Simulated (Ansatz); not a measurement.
# Si3N4 (P6_3/m): the host for defect calculations, part 2 of 3

Aim: the runs on the perfect crystal Si3N4 (P6_3/m) that a defect calculation needs first.

Ansatz 0.2.0; plane-wave PAW DFT, PBEsol; relaxation of the host's cell and atoms; PAW set soft_1 (the session's first sound run).

So far. Step 3 (Dielectric tensors of the host): The principal values of the electronic dielectric tensor are 4.29, 4.29 and 4.37. The principal values of the static dielectric tensor are 8.24, 8.29 and 8.29.

## (4) Defect free supercell relaxed in its symmetry

This cell, the one that will hold the defects, is built from the relaxed host. Its coarser k-points can move the atoms a little, so it is relaxed from the symmetric sites, as the reference for the test of stability.

This step: plane-wave PAW DFT, PBEsol; relaxation of the defect-free supercell in its symmetry; PAW set soft_1 (Ansatz 0.2.0).

System of this step: Si3N4 (P6_3/m). The cell holds 126 atoms: 54 Si and 72 N. Its edges and angles: a = 13.206 Å, b = 13.206 Å, c = 8.731 Å, α = 90.0°, β = 90.0°, γ = 120.0°.

Contents of pristine.symmetric/input.yaml:

```yaml
crystal:
  lattice:
    - [11.4366858739, 6.6029736679, 0.0]
    - [-11.4366858739, 6.6029736679, 0.0]
    - [0.0, 0.0, 8.7307673361]
  atoms:
    - { symbol: Si, position: [0.0195004636, 0.8065554461, 0.25] }
    - { symbol: Si, position: [0.352833797, 0.4732221127, 0.25] }
    - { symbol: Si, position: [0.6861671303, 0.1398887794, 0.25] }
    - { symbol: Si, position: [0.2129450176, 0.0195004636, 0.0833333333] }
    - { symbol: Si, position: [0.5462783509, 0.6861671303, 0.0833333333] }
    - { symbol: Si, position: [0.8796116842, 0.352833797, 0.0833333333] }
    - { symbol: Si, position: [0.1398887794, 0.4537216491, 0.0833333333] }
    - { symbol: Si, position: [0.4732221127, 0.1203883158, 0.0833333333] }
    - { symbol: Si, position: [0.8065554461, 0.7870549824, 0.0833333333] }
    - { symbol: Si, position: [0.1934445539, 0.2129450176, 0.25] }
    - { symbol: Si, position: [0.5267778873, 0.8796116842, 0.25] }
    - { symbol: Si, position: [0.8601112206, 0.5462783509, 0.25] }
    - { symbol: Si, position: [0.1203883158, 0.647166203, 0.25] }
    - { symbol: Si, position: [0.4537216491, 0.3138328697, 0.25] }
    - { symbol: Si, position: [0.7870549824, 0.9804995364, 0.25] }
    - { symbol: Si, position: [0.3138328697, 0.8601112206, 0.0833333333] }
    - { symbol: Si, position: [0.647166203, 0.5267778873, 0.0833333333] }
    - { symbol: Si, position: [0.9804995364, 0.1934445539, 0.0833333333] }
    - { symbol: "N", position: [0.0, 0.6666666667, 0.25] }
    - { symbol: "N", position: [0.3333333333, 0.3333333334, 0.25] }
    - { symbol: "N", position: [0.6666666667, 0.0, 0.25] }
    - { symbol: "N", position: [0.0, 0.3333333333, 0.0833333333] }
    - { symbol: "N", position: [0.3333333333, 0.0, 0.0833333333] }
    - { symbol: "N", position: [0.6666666667, 0.6666666666, 0.0833333333] }
    - { symbol: "N", position: [0.2134584288, 0.4565327426, 0.25] }
    - { symbol: "N", position: [0.5467917622, 0.1231994092, 0.25] }
    - { symbol: "N", position: [0.8801250955, 0.7898660759, 0.25] }
    - { symbol: "N", position: [0.0902590195, 0.8801250955, 0.0833333333] }
    - { symbol: "N", position: [0.4235923528, 0.5467917622, 0.0833333333] }
    - { symbol: "N", position: [0.7569256862, 0.2134584288, 0.0833333333] }
    - { symbol: "N", position: [0.1231994092, 0.5764076472, 0.0833333333] }
    - { symbol: "N", position: [0.4565327426, 0.2430743138, 0.0833333333] }
    - { symbol: "N", position: [0.7898660759, 0.9097409805, 0.0833333333] }
    - { symbol: "N", position: [0.2101339241, 0.0902590195, 0.25] }
    - { symbol: "N", position: [0.5434672574, 0.7569256862, 0.25] }
    - { symbol: "N", position: [0.8768005908, 0.4235923528, 0.25] }
    - { symbol: "N", position: [0.1198749045, 0.2101339241, 0.0833333333] }
    - { symbol: "N", position: [0.4532082378, 0.8768005908, 0.0833333333] }
    - { symbol: "N", position: [0.7865415712, 0.5434672574, 0.0833333333] }
    - { symbol: "N", position: [0.2430743138, 0.7865415712, 0.25] }
    - { symbol: "N", position: [0.5764076472, 0.4532082378, 0.25] }
    - { symbol: "N", position: [0.9097409805, 0.1198749045, 0.25] }
    - { symbol: Si, position: [0.0195004636, 0.8065554461, 0.5833333333] }
    - { symbol: Si, position: [0.352833797, 0.4732221127, 0.5833333333] }
    - { symbol: Si, position: [0.6861671303, 0.1398887794, 0.5833333333] }
    - { symbol: Si, position: [0.2129450176, 0.0195004636, 0.4166666667] }
    - { symbol: Si, position: [0.5462783509, 0.6861671303, 0.4166666667] }
    - { symbol: Si, position: [0.8796116842, 0.352833797, 0.4166666667] }
    - { symbol: Si, position: [0.1398887794, 0.4537216491, 0.4166666667] }
    - { symbol: Si, position: [0.4732221127, 0.1203883158, 0.4166666667] }
    - { symbol: Si, position: [0.8065554461, 0.7870549824, 0.4166666667] }
    - { symbol: Si, position: [0.1934445539, 0.2129450176, 0.5833333333] }
    - { symbol: Si, position: [0.5267778873, 0.8796116842, 0.5833333333] }
    - { symbol: Si, position: [0.8601112206, 0.5462783509, 0.5833333333] }
    - { symbol: Si, position: [0.1203883158, 0.647166203, 0.5833333333] }
    - { symbol: Si, position: [0.4537216491, 0.3138328697, 0.5833333333] }
    - { symbol: Si, position: [0.7870549824, 0.9804995364, 0.5833333333] }
    - { symbol: Si, position: [0.3138328697, 0.8601112206, 0.4166666667] }
    - { symbol: Si, position: [0.647166203, 0.5267778873, 0.4166666667] }
    - { symbol: Si, position: [0.9804995364, 0.1934445539, 0.4166666667] }
    - { symbol: "N", position: [0.0, 0.6666666667, 0.5833333333] }
    - { symbol: "N", position: [0.3333333333, 0.3333333334, 0.5833333333] }
    - { symbol: "N", position: [0.6666666667, 0.0, 0.5833333333] }
    - { symbol: "N", position: [0.0, 0.3333333333, 0.4166666667] }
    - { symbol: "N", position: [0.3333333333, 0.0, 0.4166666667] }
    - { symbol: "N", position: [0.6666666667, 0.6666666666, 0.4166666667] }
    - { symbol: "N", position: [0.2134584288, 0.4565327426, 0.5833333333] }
    - { symbol: "N", position: [0.5467917622, 0.1231994092, 0.5833333333] }
    - { symbol: "N", position: [0.8801250955, 0.7898660759, 0.5833333333] }
    - { symbol: "N", position: [0.0902590195, 0.8801250955, 0.4166666667] }
    - { symbol: "N", position: [0.4235923528, 0.5467917622, 0.4166666667] }
    - { symbol: "N", position: [0.7569256862, 0.2134584288, 0.4166666667] }
    - { symbol: "N", position: [0.1231994092, 0.5764076472, 0.4166666667] }
    - { symbol: "N", position: [0.4565327426, 0.2430743138, 0.4166666667] }
    - { symbol: "N", position: [0.7898660759, 0.9097409805, 0.4166666667] }
    - { symbol: "N", position: [0.2101339241, 0.0902590195, 0.5833333333] }
    - { symbol: "N", position: [0.5434672574, 0.7569256862, 0.5833333333] }
    - { symbol: "N", position: [0.8768005908, 0.4235923528, 0.5833333333] }
    - { symbol: "N", position: [0.1198749045, 0.2101339241, 0.4166666667] }
    - { symbol: "N", position: [0.4532082378, 0.8768005908, 0.4166666667] }
    - { symbol: "N", position: [0.7865415712, 0.5434672574, 0.4166666667] }
    - { symbol: "N", position: [0.2430743138, 0.7865415712, 0.5833333333] }
    - { symbol: "N", position: [0.5764076472, 0.4532082378, 0.5833333333] }
    - { symbol: "N", position: [0.9097409805, 0.1198749045, 0.5833333333] }
    - { symbol: Si, position: [0.0195004636, 0.8065554461, 0.9166666667] }
    - { symbol: Si, position: [0.352833797, 0.4732221127, 0.9166666667] }
    - { symbol: Si, position: [0.6861671303, 0.1398887794, 0.9166666667] }
    - { symbol: Si, position: [0.2129450176, 0.0195004636, 0.75] }
    - { symbol: Si, position: [0.5462783509, 0.6861671303, 0.75] }
    - { symbol: Si, position: [0.8796116842, 0.352833797, 0.75] }
    - { symbol: Si, position: [0.1398887794, 0.4537216491, 0.75] }
    - { symbol: Si, position: [0.4732221127, 0.1203883158, 0.75] }
    - { symbol: Si, position: [0.8065554461, 0.7870549824, 0.75] }
    - { symbol: Si, position: [0.1934445539, 0.2129450176, 0.9166666667] }
    - { symbol: Si, position: [0.5267778873, 0.8796116842, 0.9166666667] }
    - { symbol: Si, position: [0.8601112206, 0.5462783509, 0.9166666667] }
    - { symbol: Si, position: [0.1203883158, 0.647166203, 0.9166666667] }
    - { symbol: Si, position: [0.4537216491, 0.3138328697, 0.9166666667] }
    - { symbol: Si, position: [0.7870549824, 0.9804995364, 0.9166666667] }
    - { symbol: Si, position: [0.3138328697, 0.8601112206, 0.75] }
    - { symbol: Si, position: [0.647166203, 0.5267778873, 0.75] }
    - { symbol: Si, position: [0.9804995364, 0.1934445539, 0.75] }
    - { symbol: "N", position: [0.0, 0.6666666667, 0.9166666667] }
    - { symbol: "N", position: [0.3333333333, 0.3333333334, 0.9166666667] }
    - { symbol: "N", position: [0.6666666667, 0.0, 0.9166666667] }
    - { symbol: "N", position: [0.0, 0.3333333333, 0.75] }
    - { symbol: "N", position: [0.3333333333, 0.0, 0.75] }
    - { symbol: "N", position: [0.6666666667, 0.6666666666, 0.75] }
    - { symbol: "N", position: [0.2134584288, 0.4565327426, 0.9166666667] }
    - { symbol: "N", position: [0.5467917622, 0.1231994092, 0.9166666667] }
    - { symbol: "N", position: [0.8801250955, 0.7898660759, 0.9166666667] }
    - { symbol: "N", position: [0.0902590195, 0.8801250955, 0.75] }
    - { symbol: "N", position: [0.4235923528, 0.5467917622, 0.75] }
    - { symbol: "N", position: [0.7569256862, 0.2134584288, 0.75] }
    - { symbol: "N", position: [0.1231994092, 0.5764076472, 0.75] }
    - { symbol: "N", position: [0.4565327426, 0.2430743138, 0.75] }
    - { symbol: "N", position: [0.7898660759, 0.9097409805, 0.75] }
    - { symbol: "N", position: [0.2101339241, 0.0902590195, 0.9166666667] }
    - { symbol: "N", position: [0.5434672574, 0.7569256862, 0.9166666667] }
    - { symbol: "N", position: [0.8768005908, 0.4235923528, 0.9166666667] }
    - { symbol: "N", position: [0.1198749045, 0.2101339241, 0.75] }
    - { symbol: "N", position: [0.4532082378, 0.8768005908, 0.75] }
    - { symbol: "N", position: [0.7865415712, 0.5434672574, 0.75] }
    - { symbol: "N", position: [0.2430743138, 0.7865415712, 0.9166666667] }
    - { symbol: "N", position: [0.5764076472, 0.4532082378, 0.9166666667] }
    - { symbol: "N", position: [0.9097409805, 0.1198749045, 0.9166666667] }
basis:
  ecutwfc: 420
  xc_grid: 2
hamiltonian:
  xc: pbesol
  pseudopotentials: { kind: paw, azcp: { folder: soft_1 }, xc_functional: pbe }
kpoints:
  mp_grid: { grid: [1, 1, 1] }
scf:
  occupations: { method: fermi_dirac, width: 0.01 }
  max_iter: 100
  lower_state_search: "off"
output:
  forces: true
relax:
  f_tol: 0.015
  max_steps: 60
  escape_saddle: false
checkpoint:
  write: "../pristine.symmetric.run"
  compress: false
  write_wavefunctions: false
  write_every: 100000
```

Started as:

```console
ansatz run input.yaml --threads 32 --pin off --max-ram 84787MiB --backend cuda --events-out ev --progress --plain --runs-dir out --max-vram 78GiB
```

Numbers of over 12 decimals in the logs are rounded to 6 here.

The program printed:

```text
[...]
device memory: the entry about to start is reckoned to put 3.9 GiB on a device that reports 182.5 GiB free (of which the cap on the GPU budget leaves the run 78.0 GiB)
GPU FFT provider: cuFFT
GPU libraries: cuBLAS 13.8.1, cuFFT 12.4.0, cuSOLVER 12.3.2
GPU matrix products: emulated (plane waves: as basis.precision tells), large ones in fixed point in workspaces of 1.00 GiB
Crystal: 126 atoms, lattice volume = 1318.628 Å³
Basis set: ecut = 420 eV, 25805 PW (Γ), exchange–correlation on 180×180×120 points (8 copies of the dense FFT grid, shifted against one another)
Bands: 414, of which v1, the nominal top of the filled ones, is band 288 counted from 1 (287 counted from 0)
Symmetry: 108 space group operations
[...]
k-points: 1
[...]
GPU buffer pool allocated for 486000 grid points (all kernels)
GPU transforms: local potential and band sums: pruned to the plane-wave sphere, on 90×90×60
[...]
SCF iter   1: F=—  HF=-61058.058571 eV  |Δ(HF+E_count)|=         —  Δρ=1.48e-1  dr2=3.04e2  Hψ=1868
[...]
SCF iter   9: F=-60961.538955 eV  HF=-60961.538955 eV  |Δ(HF+E_count)|=   1.46e-5  Δρ=2.99e-6  dr2=1.21e-7  Hψ=1138
SCF 1 converged in 9 iterations: F = -60961.538955 eV  dr2 = 1.21e-7
[...]
relax step   1: F+E_penalty+E_count = -60961.53895503 eV  Δ(F+E_penalty+E_count) = +0.000e0 eV  max|allowed force component| = 7.974e-2 eV/Å  Δτ_max = 0.0000 Å  (9 SCF iters, dr2 threshold 5.63e-6 eV, accepted)
[...]
relax step   2: F+E_penalty+E_count = -60961.54517529 eV  Δ(F+E_penalty+E_count) = -6.220e-3 eV  max|allowed force component| = 4.627e-2 eV/Å  Δτ_max = 0.0031 Å  (5 SCF iters, dr2 threshold 3.97e-7 eV, accepted)
SCF iter   1: F=—  HF=-60961.548759 eV  |Δ(HF+E_count)|=         —  Δρ=4.36e-4  dr2=2.27e-3  Hψ=781
[...]
SCF iter   6: F=-60961.547459 eV  HF=-60961.547459 eV  |Δ(HF+E_count)|=   2.67e-8  Δρ=1.56e-6  dr2=3.76e-8  Hψ=1243
SCF 3 converged in 6 iterations: F = -60961.547459 eV  dr2 = 3.76e-8
relax step   3: F+E_penalty+E_count = -60961.54745887 eV  Δ(F+E_penalty+E_count) = -2.284e-3 eV  max|allowed force component| = 6.167e-3 eV/Å  Δτ_max = 0.0025 Å  (6 SCF iters, accepted)
SCF converged after 6 iterations
Free energy (F): -60961.547459 eV
[...]
Internal energy: -60961.547459 eV  (E = F + TS)
E sigma→0 (E₀):  -60961.547459 eV
Fermi energy:    10.127442 eV
[...]
--- Forces (eV/Å), atoms counted from 1 ---
  atom   1  Si     0.00319502     0.00527582     0.00000000
  atom   2  Si     0.00319502     0.00527582    -0.00000000
  atom   3  Si     0.00319502     0.00527582    -0.00000000
  atom   4  Si    -0.00297148     0.00540488    -0.00000000
  atom   5  Si    -0.00297148     0.00540488     0.00000000
  atom   6  Si    -0.00297148     0.00540488    -0.00000000
  [... 120 more lines of this table ...]
  max |Σ_I F_I| component: 7.01e-17 eV/Å
--- Relaxed structure (3 steps of the walk, 3 accepted, 0 SCFs on fresh bases) ---
  F+E_penalty+E_count = -60961.54745887 eV   max|allowed force component| = 6.167e-3 eV/Å
  atoms:
    - { symbol: Si, position: [0.019226, 0.806520, 0.250000] }
    - { symbol: Si, position: [0.352560, 0.473186, 0.250000] }
    - { symbol: Si, position: [0.685893, 0.139853, 0.250000] }
    - { symbol: Si, position: [0.212706, 0.019226, 0.083333] }
    - { symbol: Si, position: [0.546040, 0.685893, 0.083333] }
    - { symbol: Si, position: [0.879373, 0.352560, 0.083333] }
  [... 120 more lines of this table ...]
```

Elapsed: 2.6 s, on 1 × NVIDIA GB200 with 32 threads of Arm Neoverse V2, shared host; peak memory 1.1 GiB.

Relaxation path:

| step | energy less that of the first step (eV) | largest force component (eV/Å) |
| --- | --- | --- |
| 1 | 0.0000 | 0.0797 |
| 2 | -0.0062 | 0.0463 |
| 3 | -0.0085 | 0.0062 |

Forces are held to the 108 operations that the run works with; a distortion that breaks them can't arise in this run.

## (5) Defect free supercell relaxed from displaced atoms

This step: plane-wave PAW DFT, PBEsol; relaxation of the defect-free supercell from random displacements, a test of the host's stability; PAW set soft_1 (Ansatz 0.2.0).

pristine.rattled/input.yaml, as its differences from pristine.symmetric/input.yaml of step 4:

```diff
@@ -148,6 +148,6 @@
   f_tol: 0.015
-  max_steps: 60
-  escape_saddle: false
+  max_steps: 120
+  random_displacement: { amplitude: 0.06, seed: 7486 }
 checkpoint:
-  write: "../pristine.symmetric.run"
+  write: "../pristine.rattled.run"
   compress: false
```

The program printed:

```text
[...]
Crystal: 126 atoms, lattice volume = 1318.628 Å³
Basis set: ecut = 420 eV, 25805 PW (Γ), exchange–correlation on 180×180×120 points (8 copies of the dense FFT grid, shifted against one another)
Bands: 414, of which v1, the nominal top of the filled ones, is band 288 counted from 1 (287 counted from 0)
Symmetry: 1 space group operations
k-points: 1
[...]
SCF iter   1: F=—  HF=-61053.376990 eV  |Δ(HF+E_count)|=         —  Δρ=1.49e-1  dr2=3.10e2  Hψ=1880
[...]
SCF iter   2: F=—  HF=-60959.160113 eV  |Δ(HF+E_count)|=    9.42e1  Δρ=4.91e-2  dr2=1.82e1  Hψ=993
[...]
SCF iter   9: F=-60955.143355 eV  HF=-60955.143351 eV  |Δ(HF+E_count)|=   2.34e-5  Δρ=1.40e-5  dr2=3.08e-6  Hψ=1544
SCF 1 converged in 9 iterations: F = -60955.143355 eV  dr2 = 3.08e-6
[...]
relax step   1: F+E_penalty+E_count = -60955.14335469 eV  Δ(F+E_penalty+E_count) = +0.000e0 eV  max|allowed force component| = 3.455e0 eV/Å  Δτ_max = 0.0000 Å  (9 SCF iters, dr2 threshold 5.63e-6 eV, accepted)
[...]
relax step   2: F+E_penalty+E_count = -60959.32613265 eV  Δ(F+E_penalty+E_count) = -4.183e0 eV  max|allowed force component| = 2.087e0 eV/Å  Δτ_max = 0.0488 Å  (6 SCF iters, dr2 threshold 1.00e-4 eV, accepted)
relax step   3: F+E_penalty+E_count = -60961.54587271 eV  Δ(F+E_penalty+E_count) = -2.220e0 eV  max|allowed force component| = 5.683e-2 eV/Å  Δτ_max = 0.0530 Å  (6 SCF iters, dr2 threshold 1.00e-4 eV, accepted)
relax step   4: F+E_penalty+E_count = -60961.54588334 eV  Δ(F+E_penalty+E_count) = -1.063e-5 eV  max|allowed force component| = 5.737e-2 eV/Å  Δτ_max = 0.0000 Å  (4 SCF iters, accepted)
[...]
SCF iter   1: F=—  HF=-60961.548525 eV  |Δ(HF+E_count)|=         —  Δρ=3.86e-4  dr2=1.66e-3  Hψ=776
[...]
SCF iter   2: F=—  HF=-60961.548038 eV  |Δ(HF+E_count)|=   4.87e-4  Δρ=2.07e-4  dr2=4.61e-4  Hψ=477
[...]
SCF iter   6: F=-60961.547509 eV  HF=-60961.547509 eV  |Δ(HF+E_count)|=   4.42e-8  Δρ=1.35e-6  dr2=2.69e-8  Hψ=1247
SCF 5 converged in 6 iterations: F = -60961.547509 eV  dr2 = 2.69e-8
[...]
relax step   5: F+E_penalty+E_count = -60961.54750941 eV  Δ(F+E_penalty+E_count) = -1.626e-3 eV  max|allowed force component| = 2.000e-3 eV/Å  Δτ_max = 0.0058 Å  (6 SCF iters, accepted)
SCF converged after 6 iterations
Free energy (F): -60961.547509 eV
[...]
Internal energy: -60961.547509 eV  (E = F + TS)
E sigma→0 (E₀):  -60961.547509 eV
Fermi energy:    10.127334 eV
[...]
--- Forces (eV/Å), atoms counted from 1 ---
  atom   1  Si    -0.00080981     0.00058028     0.00069204
  atom   2  Si    -0.00004854    -0.00015889    -0.00052725
  atom   3  Si     0.00058340    -0.00135080    -0.00018093
  atom   4  Si     0.00035362    -0.00132316     0.00006111
  atom   5  Si    -0.00069087     0.00004492    -0.00040066
  atom   6  Si    -0.00022924    -0.00045837     0.00025944
  [... 120 more lines of this table ...]
  max |Σ_I F_I| component: 4.21e-5 eV/Å
--- Relaxed structure (5 steps of the walk, 5 accepted, 0 SCFs on fresh bases) ---
  F+E_penalty+E_count = -60961.54750941 eV   max|allowed force component| = 2.000e-3 eV/Å
  atoms:
    - { symbol: Si, position: [0.019194, 0.806373, 0.249414] }
    - { symbol: Si, position: [0.352526, 0.473045, 0.249425] }
    - { symbol: Si, position: [0.685857, 0.139712, 0.249424] }
    - { symbol: Si, position: [0.212655, 0.019111, 0.082752] }
    - { symbol: Si, position: [0.545987, 0.685778, 0.082758] }
    - { symbol: Si, position: [0.879322, 0.352440, 0.082758] }
  [... 120 more lines of this table ...]
```

Run time: 3.6 s. Hardware: 1 × NVIDIA GB200 with 32 threads; peak memory 1.1 GiB.

Step by step:

| step | energy less that of the first step (eV) | largest force component (eV/Å) |
| --- | --- | --- |
| 1 | 0.0000 | 3.4547 |
| 2 | -4.1828 | 2.0872 |
| 3 | -6.4025 | 0.0568 |
| 4 | -6.4025 | 0.0574 |
| 5 | -6.4042 | 0.0020 |

The relaxation ends 51 meV an atom lower than the displaced start, with a largest force component of 0.002 eV/Å.

## (6) Host on a dense mesh

This step: plane-wave PAW DFT, PBEsol; single point of the defect-free host, a test of the k-point sampling; PAW set soft_1 (Ansatz 0.2.0).

System of this step: Si3N4 (P6_3/m). Symmetry: P6_3/m, No. 176, hexagonal system. Conventional cell: a = 7.624 Å, b = 7.624 Å, c = 2.910 Å, α = 90.00°, β = 90.00°, γ = 120.00°. Si has 4 N at 1.73 to 1.74 Å nearest. Nearest to N lie 3 Si at 1.73 Å. Nearest to N lie 3 Si at 1.74 Å. Farther neighbours and most contacts between anions are not listed.

Contents of dense/input.yaml:

```yaml
crystal:
  lattice:
    - [7.6244572493, 0.0, 0.0]
    - [-3.8122286246, 6.6029736679, 0.0]
    - [0.0, 0.0, 2.9102557787]
  atoms:
    - { symbol: Si, position: [0.2324454812, 0.8260559097, 0.75] }
    - { symbol: Si, position: [0.4063895715, 0.2324454812, 0.25] }
    - { symbol: Si, position: [0.8260559097, 0.5936104285, 0.25] }
    - { symbol: Si, position: [0.1739440903, 0.4063895715, 0.75] }
    - { symbol: Si, position: [0.5936104285, 0.7675545188, 0.75] }
    - { symbol: Si, position: [0.7675545188, 0.1739440903, 0.25] }
    - { symbol: "N", position: [0.3333333333, 0.6666666667, 0.75] }
    - { symbol: "N", position: [0.6666666667, 0.3333333333, 0.25] }
    - { symbol: "N", position: [0.970384115, 0.6699911714, 0.75] }
    - { symbol: "N", position: [0.3003929436, 0.970384115, 0.25] }
    - { symbol: "N", position: [0.6699911714, 0.6996070564, 0.25] }
    - { symbol: "N", position: [0.3300088286, 0.3003929436, 0.75] }
    - { symbol: "N", position: [0.029615885, 0.3300088286, 0.25] }
    - { symbol: "N", position: [0.6996070564, 0.029615885, 0.75] }
basis:
  ecutwfc: 420
  xc_grid: 2
hamiltonian:
  xc: pbesol
  pseudopotentials: { kind: paw, azcp: { folder: soft_1 }, xc_functional: pbe }
kpoints:
  mp_grid: { grid: [4, 4, 9] }
scf:
  occupations: { method: fermi_dirac, width: 0.01 }
  max_iter: 100
  lower_state_search: "off"
checkpoint:
  write: "../dense.run"
  compress: false
  write_wavefunctions: false
  write_every: 100000
```

Started as:

```console
ansatz run input.yaml --threads 32 --pin off --max-ram 84787MiB --backend cpu --events-out ev --progress --plain --runs-dir out
```

The program printed:

```text
[...]
Crystal: 14 atoms, lattice volume = 146.514 Å³
Basis set: ecut = 420 eV, 2859 PW (Γ), exchange–correlation on 108×108×40 points (8 copies of the dense FFT grid, shifted against one another)
Bands: 46, of which v1, the nominal top of the filled ones, is band 32 counted from 1 (31 counted from 0)
Symmetry: 12 space group operations
[...]
k-points: 20 of 144
[...]
SCF iter   1: F=—  HF=-6784.394123 eV  |Δ(HF+E_count)|=         —  Δρ=1.48e-1  dr2=3.34e1  Hψ=4455
[...]
SCF iter   9: F=-6773.818118 eV  HF=-6773.818118 eV  |Δ(HF+E_count)|=   1.81e-6  Δρ=3.50e-6  dr2=2.07e-8  Hψ=2151
SCF 1 converged in 9 iterations: F = -6773.818118 eV  dr2 = 2.07e-8
[...]
SCF converged after 9 iterations
Free energy (F): -6773.818118 eV
[...]
Internal energy: -6773.818118 eV  (E = F + TS)
E sigma→0 (E₀):  -6773.818118 eV
Fermi energy:    10.206388 eV
[...]
```

Run time: 0.68 s. Hardware: 32 threads; peak memory 0.56 GiB; 11 s of CPU time.

[end of part 2 of 3]

[Logs are printed without paths, hosts, clocks, repeated set-up lines and the standing remarks that a program may print on its own settings, such as how far it seeks lower states.]

[Hosts, paths, dates, database ids (printed as entryN), source tags and the programs' standing remarks are cut or masked in the printed files.]

[Runs of the host that timed out are not shown.]

[For some hosts the program warned that the k-mesh of the response run may be too coarse for force constants and the static dielectric constant; such warnings are not always shown.]
